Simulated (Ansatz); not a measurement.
# N: the cost of one run

The runs shown are made with Ansatz 0.2.0. PAW datasets, plane waves. Spin-unpolarised throughout; all numbers are computed.

## (1) The cell

The cell was relaxed beforehand with r2SCAN+rVV10.

The symmetry is Pa-3 (No. 205, cubic); a = 5.472 Å in the conventional setting, 20.49 Å³ an atom. N has 1 N at 1.09 Å.

As a file:

```xyz
8
Lattice="5.4724 0.0000 0.0000 0.0000 5.4724 0.0000 0.0000 0.0000 5.4724" Properties=species:S:1:pos:R:3 pbc="T T T"
N     0.3161    0.3161    0.3161
N     2.4201    5.1563    3.0523
N     3.0523    2.4201    5.1563
N     5.1563    3.0523    2.4201
N     5.1574    5.1574    5.1574
N     3.0512    0.3150    2.4212
N     2.4212    3.0512    0.3150
N     0.3150    2.4212    3.0512
```

## (2) Band structure with PBE

Contents of input.yaml:

```yaml
crystal:
  lattice:
    - [5.4724238506, 0.0, 0.0]
    - [0.0, 5.4724238506, 0.0]
    - [0.0, 0.0, 5.4724238506]
  atoms:
    - { symbol: "N", position: [0.0577681521, 0.0577681521, 0.0577681521] }
    - { symbol: "N", position: [0.4422318479, 0.9422318479, 0.5577681521] }
    - { symbol: "N", position: [0.5577681521, 0.4422318479, 0.9422318479] }
    - { symbol: "N", position: [0.9422318479, 0.5577681521, 0.4422318479] }
    - { symbol: "N", position: [0.9424358966, 0.9424358966, 0.9424358966] }
    - { symbol: "N", position: [0.5575641034, 0.0575641034, 0.4424358966] }
    - { symbol: "N", position: [0.4424358966, 0.5575641034, 0.0575641034] }
    - { symbol: "N", position: [0.0575641034, 0.4424358966, 0.5575641034] }
kpoints:
  mp_grid: { grid: [6, 6, 6] }
  band_path:
    path:
      - [[0.0, 0.0, 0.0], [3.008103133546e-50, 0.5, 5.630937944749e-34], [0.5, 0.5, -6.569427602207e-34], [0.0, 0.0, 0.0], [0.5, 0.5, 0.5], [3.008103133546e-50, 0.5, 5.630937944749e-34]]
      - [[0.5, 0.5, 0.5], [0.5, 0.5, -6.569427602207e-34], [0.5, 1.372541124032e-33, -1.220036554696e-33]]
    npoints: 10
hamiltonian:
  xc: pbe
scf:
  occupations: { method: fermi_dirac, width: 0.02 }
  n_extra_bands: 6
output:
  forces: true
  stress: true
  eigenvalues: true
  write_density: true
  write_potential: true
  elf: true
  volumetric_format: npy
```

Launch:

```sh
> ansatz run input.yaml --threads 4 --pin off --max-ram 5529MiB --backend cpu --events-out ev --progress --plain --runs-dir out
```

**Question.** How long does this run take on 4 threads of Arm Neoverse V1, shared host, and how much memory does it need?

About 6.9 s, with a peak of 0.48 GiB.
